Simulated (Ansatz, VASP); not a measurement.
## Two plane-wave programs on HgTe

The input INCAR:

```
SYSTEM = HgTe
ALGO = Normal
EDIFF = 1E-6
ENCUT = 520
GGA = PS
ISIF = 2
ISMEAR = 0
LASPH = .TRUE.
LCHARG = .FALSE.
LREAL = .FALSE.
LWAVE = .FALSE.
NBANDS = 16
NELM = 100
PREC = Accurate
SIGMA = 0.1
```

KPOINTS

```
k-points
0
G
  12 12 12
  0 0 0
```

File POSCAR:

```
HgTe
1.0
    0.0000000000      3.3597779740      3.3597779740
    3.3597779740      0.0000000000      3.3597779740
    3.3597779740      3.3597779740      0.0000000000
Hg Te
1 1
Direct
    0.0000000000      0.0000000000      0.0000000000
    0.2500000000      0.2500000000      0.2500000000
```

Input for Ansatz:

```yaml
crystal:
  lattice:
    - [0.0, 3.359777974, 3.359777974]
    - [3.359777974, 0.0, 3.359777974]
    - [3.359777974, 3.359777974, 0.0]
  atoms:
    - { symbol: Hg, position: [0.0, 0.0, 0.0] }
    - { symbol: Te, position: [0.25, 0.25, 0.25] }
basis:
  ecutwfc: 420
kpoints:
  mp_grid: { grid: [12, 12, 12] }
hamiltonian:
  xc: pbesol
scf:
  occupations: { method: gaussian, width: 0.1 }
output:
  forces: true
  stress: true
  eigenvalues: true
```

Alike in both runs: task single point; functional PBEsol; k mesh 12 × 12 × 12; occupations gaussian, width 0.1 eV; no spin polarisation.

|  | VASP | Ansatz |
| --- | --- | --- |
| version | VASP 6.6.1 | Ansatz 0.2.0 |
| potentials or method | VASP PAW PBE potentials, release 64 (Hg, Te) | scalar-relativistic, plane waves, PAW |
| plane-wave cutoff (eV) | 520 | 420 |
| valence electrons in the cell | 18 | 36 |

|  | VASP | Ansatz | Ansatz less VASP |
| --- | --- | --- | --- |
| gap on the k mesh at the Fermi level (eV) | none | none | - |
| pressure (GPa) | -3.1 | -3.1 | -0.07 |

A gap of «none» marks a metal or a gap that the smearing closes. The functional is the same, so the differences come from potentials, cutoffs and numerics. The two sets of potentials don't hold the same shells in valence.

Caveats: the PAW data sets were made with another functional, which shifts forces and pressure a little (VASP). The runs have no spin-orbit coupling, so splittings on Hg, Te are missing.
